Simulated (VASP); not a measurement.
# I (I4/mmm) in VASP: notebook

The runs below take I through single point, relaxation of the atoms, with PBE, MS2.

Program: VASP 6.6.1. These are calculated values, not measurements. Logs are shortened: lines on timing, memory, paths and dates and some standing lists are left out, and cuts for length are marked.

### Step 1. The crystal as given

The structure is tetragonal, space group I4/mmm (No. 139). The conventional cell has a = 3.235 Å, b = 3.235 Å, c = 8.530 Å, α = 90.00°, β = 90.00°, γ = 90.00°. I (site symmetry 4/mmm) has 4 I at 3.23 Å as nearest neighbours.

### Step 2. Single point, PBE

The input, INCAR:

```
SYSTEM = I
PREC = Accurate
ENCUT = 500
EDIFF = 1E-7
ISMEAR = 0
SIGMA = 0.02
LREAL = .FALSE.
LASPH = .TRUE.
NELM = 60
ALGO = Fast
ISIF = 2
LWAVE = .FALSE.
LCHARG = .FALSE.
GGA = PE
NBANDS = 10
```

The input, KPOINTS:

```
regular mesh
0
G
  6 6 6
  0 0 0
```

The input, POSCAR:

```
I
1.0
   -1.6174560000      1.6174560000      4.2648080000
    1.6174560000     -1.6174560000      4.2648080000
    1.6174560000      1.6174560000     -4.2648080000
I
1
Direct
    0.0000000000      0.0000000000      0.0000000000
```

Potentials or basis: VASP PAW PBE potentials, release 64 (I_GW).

Started as:

```
$ cat potpaw_PBE.64/I_GW/POTCAR > POTCAR
$ mpirun -np 1 vasp_std > vasp.out
```

OUTCAR:

```text
SYSTEM = I
   PREC = Accurate
   ENCUT = 500
   EDIFF = 1E-7
   ISMEAR = 0
   LREAL = .FALSE.
   LASPH = .TRUE.
   NELM = 60
   ISIF = 2
   GGA = PE

 ion  position               nearest neighbor table
   1  0.000  0.000  0.000-

  LATTYP: Found a body centered tetragonal cell.
 ALAT       =     3.2349120000
 C/A-ratio  =     2.6367381864

  Lattice vectors:

 A1 = (  -1.6174560000,   1.6174560000,   4.2648080000)
 A2 = (   1.6174560000,  -1.6174560000,   4.2648080000)
 A3 = (   1.6174560000,   1.6174560000,  -4.2648080000)

Analysis of symmetry for initial positions (statically):
=====================================================================
 Subroutine PRICEL returns:
 Original cell was already a primitive cell.

 Routine SETGRP: Setting up the symmetry group for a
 body centered tetragonal supercell.

 Subroutine GETGRP returns: Found 16 space group operations
 (whereof 16 operations were pure point group operations)
 out of a pool of 16 trial point group operations.

The static configuration has the point symmetry D_4h.

Analysis of symmetry for dynamics (positions and initial velocities):
=====================================================================
 Subroutine PRICEL returns:
 Original cell was already a primitive cell.

 Routine SETGRP: Setting up the symmetry group for a
 body centered tetragonal supercell.

 Subroutine GETGRP returns: Found 16 space group operations
 (whereof 16 operations were pure point group operations)
 out of a pool of 16 trial point group operations.

The dynamic configuration has the point symmetry D_4h.

 Subroutine INISYM returns: Found 16 space group operations
 (whereof 16 operations are pure point group operations),
 and found     1 'primitive' translations

----------------------------------------------------------------------------------------

                                     Primitive cell

  volume of cell :      44.6297

  direct lattice vectors                    reciprocal lattice vectors
    -1.617456000  1.617456000  4.264808000     0.000000000  0.309127420  0.117238572
     1.617456000 -1.617456000  4.264808000     0.309127420  0.000000000  0.117238572
     1.617456000  1.617456000 -4.264808000     0.309127420  0.309127420  0.000000000

  length of vectors
     4.839515999  4.839515999  4.839515999     0.330612529  0.330612529  0.437172190

  position of ions in fractional coordinates (direct lattice)
     0.000000000  0.000000000  0.000000000

  ion indices of the primitive-cell ions
   primitive index   ion index
                 1           1

----------------------------------------------------------------------------------------

 KPOINTS: regular mesh

Automatic generation of k-mesh.
 Grid dimensions read from file:
 generate k-points for:    6    6    6

 Generating k-lattice:

  Cartesian coordinates                     Fractional coordinates (reciprocal lattice)
     0.000000000  0.051521237  0.019539762     0.166666667 -0.000000000  0.000000000
     0.051521237  0.000000000  0.019539762    -0.000000000  0.166666667  0.000000000
     0.051521237  0.051521237  0.000000000     0.000000000  0.000000000  0.166666667

  Length of vectors
     0.055102088  0.055102088  0.072862032

  Shift w.r.t. Gamma in fractional coordinates (k-lattice)
     0.000000000  0.000000000  0.000000000

 Subroutine IBZKPT returns following result:
 ===========================================

 Found     30 irreducible k-points:

 Following reciprocal coordinates:
            Coordinates               Weight
  0.000000  0.000000  0.000000      1.000000
  0.166667  0.000000 -0.000000      8.000000
  0.333333  0.000000 -0.000000      8.000000
  0.500000  0.000000  0.000000      4.000000
  0.166667  0.166667 -0.000000      8.000000
  0.333333  0.166667  0.000000     16.000000
[... 22 lines left out ...]
 -0.333333 -0.333333  0.333333      2.000000
  0.500000  0.500000  0.500000      1.000000
   k-points           NKPTS =     30   k-points in BZ     NKDIM =     30   number of bands    NBANDS=     10
   number of dos      NEDOS =    301   number of ions     NIONS =      1
   total plane-waves  NPLWV =  46656
   dimension x,y,z NGX =    36 NGY =   36 NGZ =   36
   dimension x,y,z NGXF=    72 NGYF=   72 NGZF=   72
   ions per type =               1
   NGX,Y,Z   is equivalent  to a cutoff of  12.37, 12.37, 12.37 a.u.
   NGXF,Y,Z  is equivalent  to a cutoff of  24.73, 24.73, 24.73 a.u.
 SYSTEM =  I
   PREC   = accura    normal or accurate (medium, high low for compatibility)
   ISTART =      0    job   : 0-new  1-cont  2-samecut
   ICHARG =      2    charge: 1-file 2-atom 10-const
   ISPIN  =      1    spin polarized calculation?
   LNONCOLLINEAR =      F non collinear calculations
   LSORBIT =      F    spin-orbit coupling
   LASPH  =      T    aspherical Exc in radial PAW
   ENCUT  =  500.0 eV  36.75 Ry    6.06 a.u.   8.82  8.82  8.82*2*pi/ulx,y,z
   NELM   =     60;   NELMIN=  2; NELMDL= -5     # of ELM steps
   EDIFF  = 0.1E-06   stopping-criterion for ELM
   LREAL  =      F    real-space projection
   EDIFFG = 0.1E-05   stopping-criterion for IOM
   NSW    =      0    number of steps for IOM
   IBRION =     -1    ionic relax: 0-MD 1-quasi-New 2-CG
   NFREE  =      0    steps in history (QN), initial steepest desc. (CG)
   ISIF   =      2    stress and relaxation
   ISYM   =      2    0-nonsym 1-usesym 2-fastsym
   POTIM  = 0.5000    time-step for ionic-motion
   TEBEG  =    0.0;   TEEND  =   0.0 temperature during run
   PSTRESS=    0.0 pullay stress
   NELECT =       7.0000    total number of electrons
   NUPDOWN=      -1.0000    fix difference up-down
   EMIN   =  10.00;   EMAX   =-10.00  energy-range for DOS
   EFERMI =   0.00;   METHOD = LEGACY
   ISMEAR =     0;   SIGMA  =   0.02  broadening in eV -4-tet -1-fermi 0-gaus
   EFERMI_NEDOS =   21; number of points for ismear=-14 and -15
   IALGO  =     68    algorithm
   IMIX   =      4    mixing-type and parameters
     AMIX     =   0.40;   BMIX     =  1.00
     AMIX_MAG =   1.60;   BMIX_MAG =  1.00
  volume/ion in A,a.u.               =      44.63       301.18
  Fermi-wavevector in a.u.,A,eV,Ry     =   0.882875  1.668392 10.605317  0.779469
  Thomas-Fermi vector in A             =   2.003566
   LORBIT       =      0    0 simple, 1 ext, 2 COOP (PROOUT), +10 PAW based schemes
   GGA     = PE    functional components
   LHFCALC =     F    Hartree Fock is set to
   AEXX    =    0.0000 exact exchange contribution
   IVDW    =     0    specifies the selected vdW correction
   LEPSILON=     F    determine dielectric tensor
   LRPA    =     F    only Hartree local field effects (RPA)
 non-spin polarized calculation
 RMM-DIIS sequential band-by-band and
 Gauss-broadening in eV      SIGMA  =   0.02
  energy-cutoff  :      500.00
  volume of cell :       44.63
 maximum number of plane-waves:      1156
   NGX = 17   NGY = 17   NGZ = 17

 number of electron       6.9999999 magnetization

 Free energy of the ion-electron system (eV)
  ---------------------------------------------------
  ext. energy  EPLUGINS =         0.00000000
  ---------------------------------------------------
  free energy    TOTEN  =        -1.34358008 eV

  energy without entropy =       -1.34251748  energy(sigma->0) =       -1.34304878

 E-fermi :   2.2101     XC(G=0):  -7.7697

 val. band max:        2.1899878493   @ k =   0.3333   0.1667   0.0000
 cond. band min:       2.2163604464   @ k =  -0.3333   0.1667   0.0000
 fundamental gap:      0.0263725971
 Fermi energy:         2.2100594571

 k-point     1 :       0.0000    0.0000    0.0000
  band No.  band energies     occupation
      1     -11.0988      2.00000
      2       0.3441      2.00000
      3       3.4740      0.00000
      4       3.4740      0.00000
      5       6.8663      0.00000
      6      10.0950      0.00000
      7      10.6598      0.00000
      8      15.1734      0.00000
      9      15.4005      0.00000
     10      15.4005      0.00000

 k-point     2 :       0.1667    0.0000   -0.0000
  band No.  band energies     occupation
      1     -10.8271      2.00000
      2       0.4427      2.00000
      3       1.4447      2.00000
      4       3.6759      0.00000
      5       7.5230      0.00000
      6      10.6285      0.00000
      7      11.7275      0.00000
      8      13.1124      0.00000
      9      15.8159      0.00000
     10      16.1388      0.00000

 k-point     3 :       0.3333    0.0000   -0.0000
  band No.  band energies     occupation
      1     -10.1671      2.00000
      2      -1.2803      2.00000
      3       0.7407      2.00000
      4       4.1284      0.00000
      5       8.1886      0.00000
      6      10.3826      0.00000
      7      11.4361      0.00000
      8      15.5131      0.00000
      9      15.8924      0.00000
     10      16.8440      0.00000

 k-point     4 :       0.5000    0.0000    0.0000
  band No.  band energies     occupation
      1      -9.7430      2.00000
      2      -2.4507      2.00000
      3       0.9250      2.00000
      4       4.3865      0.00000
      5       7.5539      0.00000
      6      12.1368      0.00000
      7      12.4845      0.00000
      8      13.6303      0.00000
      9      14.5705      0.00000
     10      15.0210      0.00000
[... 300 lines left out ...]
 k-point    28 :      -0.3333    0.5000    0.3333
  band No.  band energies     occupation
      1     -10.7283      2.00000
      2      -0.6690      2.00000
      3       1.3467      2.00000
      4       3.5923      0.00000
      5      10.2757      0.00000
      6      10.9130      0.00000
      7      12.6260      0.00000
      8      14.5560      0.00000
      9      16.2064      0.00000
     10      17.6029      0.00000

 k-point    29 :      -0.3333   -0.3333    0.3333
  band No.  band energies     occupation
      1     -11.0085      2.00000
      2      -0.7529      2.00000
      3       3.3947      0.00000
      4       3.3947      0.00000
      5       9.8552      0.00000
      6      10.0148      0.00000
      7      10.2767      0.00000
      8      16.2957      0.00000
      9      16.7863      0.00000
     10      16.7863      0.00000

 k-point    30 :       0.5000    0.5000    0.5000
  band No.  band energies     occupation
      1     -10.9774      2.00000
      2      -1.0394      2.00000
      3       3.3690      0.00000
      4       3.3690      0.00000
      5       9.7840      0.00000
      6      10.1031      0.00000
      7      11.9130      0.00000
      8      15.1728      0.00000
      9      17.7023      0.00000
     10      17.7024      0.00000

------------------------ aborting loop because EDIFF is reached ----------------------------------------

  FORCE on cell =-STRESS in cart. coord.  units (eV):
  Direction    XX          YY          ZZ          XY          YZ          ZX
  --------------------------------------------------------------------------------------
  -------------------------------------------------------------------------------------
  Total        0.0471892      0.0471892      0.0328260      0.0000000     -0.0000000      0.0000000
  in kB        1.6940598      1.6940598      1.1784307      0.0000000     -0.0000000      0.0000000
  external PRESSURE =       1.5221834 kB  Pullay stress =       0.0000000 kB

 VOLUME and BASIS-vectors are now :
 -----------------------------------------------------------------------------
  energy-cutoff  :      500.00
  volume of cell :       44.63
      direct lattice vectors                 reciprocal lattice vectors
    -1.617456000  1.617456000  4.264808000     0.000000000  0.309127420  0.117238572
     1.617456000 -1.617456000  4.264808000     0.309127420  0.000000000  0.117238572
     1.617456000  1.617456000 -4.264808000     0.309127420  0.309127420  0.000000000

 POSITION                                       TOTAL-FORCE (eV/Angst)
 -----------------------------------------------------------------------------------
      0.00000      0.00000      0.00000        -0.000000     -0.000000     -0.000000
 -----------------------------------------------------------------------------------
    total drift:                               -0.000000      0.000000      0.000000

  FREE ENERGIE OF THE ION-ELECTRON SYSTEM (eV)
  ---------------------------------------------------
  free  energy   TOTEN  =        -1.3435800834 eV

  energy  without entropy=       -1.3425174790  energy(sigma->0) =       -1.34304878
```

Wall time 35 s (1 thread of Intel Xeon Platinum 8375C at 2.90GHz (Ice Lake), shared host); peak memory 0.2 GiB.

What came out:

| Item | Value |
| --- | --- |
| Free energy | -1.3436 eV |
| Pressure | 0.2 GPa |
| Band gap on the k mesh | none (metal or under the smearing width) |

Caveat: the k mesh is coarse (spacing up to 0.46 Å⁻¹), so the values aren't converged; an odd number of electrons without spin polarisation forces a metal; a magnetic or distorted state may lie lower. Spin-orbit coupling is left out, which matters for the levels of I.

### Step 3. Relaxation of the atoms, MS2 (cell strained at random at fixed volume)

The input, INCAR:

```
SYSTEM = I
PREC = Accurate ; ENCUT = 600
EDIFF = 1E-6 ; ISMEAR = -5
SIGMA = 0.1 ; LREAL = .FALSE.
LASPH = .TRUE. ; NELM = 80
ALGO = Normal ; ISIF = 2
LWAVE = .FALSE. ; LCHARG = .FALSE.
METAGGA = MS2 ; LMIXTAU = .TRUE.
IBRION = 2 ; NSW = 40
EDIFFG = -0.005
```

The input, I.cif:

```cif
data_I
_cell_length_a 3.17383330
_cell_length_b 3.28724122
_cell_length_c 4.83264604
_cell_angle_alpha 109.17685329
_cell_angle_beta 108.96602213
_cell_angle_gamma 90.74668980
_space_group_name_H-M_alt 'P-1'
_space_group_name_Hall '-P 1'
_space_group_IT_number 2
loop_
_space_group_symop_operation_xyz
'x,y,z'
'-x,-y,-z'
loop_
_atom_site_label
_atom_site_type_symbol
_atom_site_symmetry_multiplicity
_atom_site_Wyckoff_symbol
_atom_site_fract_x
_atom_site_fract_y
_atom_site_fract_z
_atom_site_occupancy
I1 I 1 f 0.5000000000 0.0000000000 0.5000000000 1
```

The input, KPOINTS:

```
regular mesh
0
G
  6 6 4
  0 0 0
```

The input, POSCAR:

```
I 
 1.0000000000000000
     3.1738333000000001    0.0000000000000000    0.0000000000000000
    -0.0428387576051423    3.2869620745171271    0.0000000000000000
    -1.5706456299718186   -1.6080571751806523    4.2780477059434636
 I  
   1
Cartesian
  0.8015938350140908 -0.8040285875903261  2.1390238529717318
```

Potentials or basis: VASP PAW PBE potentials, release 64 (I_GW).

Started as:

```
$ ase convert -i cif -o vasp I.cif POSCAR
$ cat potpaw_PBE.64/I_GW/POTCAR > POTCAR
$ mpirun -np 1 vasp_std > vasp.out
```

Wall time 92 s (1 thread of Intel Xeon Platinum 8559C (Emerald Rapids), shared host); peak memory 0.2 GiB.

These settings aren't checked as converged (typed here: ISMEAR = -5; SIGMA = 0.1; k = 6 × 6 × 4): the numbers below hold their error.

What came out:

* Free energy: 3.3055 eV
* Pressure after relaxing: -0.8 GPa
* Band gap on the k mesh: none (metal or under the smearing width)

Caveat: the k mesh is coarse (spacing up to 0.37 Å⁻¹), so the values aren't converged; the relaxation stopped at its first step, so nothing moved; the PAW data sets were made with another functional, which shifts forces and pressure a little; an odd number of electrons without spin polarisation forces a metal; a magnetic or distorted state may lie lower; tetrahedron occupations give inexact forces and stress in metals.
